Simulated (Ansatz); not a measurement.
**Hf in Ansatz: the effect of functional**

The system is Hf.

```
CELL_PARAMETERS angstrom
-1.79289 1.79289 1.79289
1.79289 -1.79289 1.79289
1.79289 1.79289 -1.79289
ATOMIC_POSITIONS crystal
Hf 0.00000 0.00000 0.00000
```

This isn't the form of Hf at room conditions, which is hcp.

The cell isn't the ideal one: volume scaled by 0.98.

Alike in all runs:

```yaml
Program: Ansatz 0.2.0
Task: single point
Potentials_or_basis: Ansatz PAW
k_mesh: 10 × 10 × 10
Occupations: fermi-dirac, width 0.05 eV
Spin: no spin polarisation
```

```tsv
functional	cutoff	pressure (GPa)
LDA	420 eV (not typed: the program's choice for these potentials)	-11.2
PBEsol	420 eV (not typed: the program's choice for these potentials)	-7.4
r2SCAN	500 eV (not typed: the program's choice for these potentials)	?
```

Q: What does the run with functional r2SCAN give?

A: Pressure -3.7 GPa.

Caveats: the PAW data sets come from PBE, with cores solved anew for the run's functional, which leaves a small shift of forces and pressure.
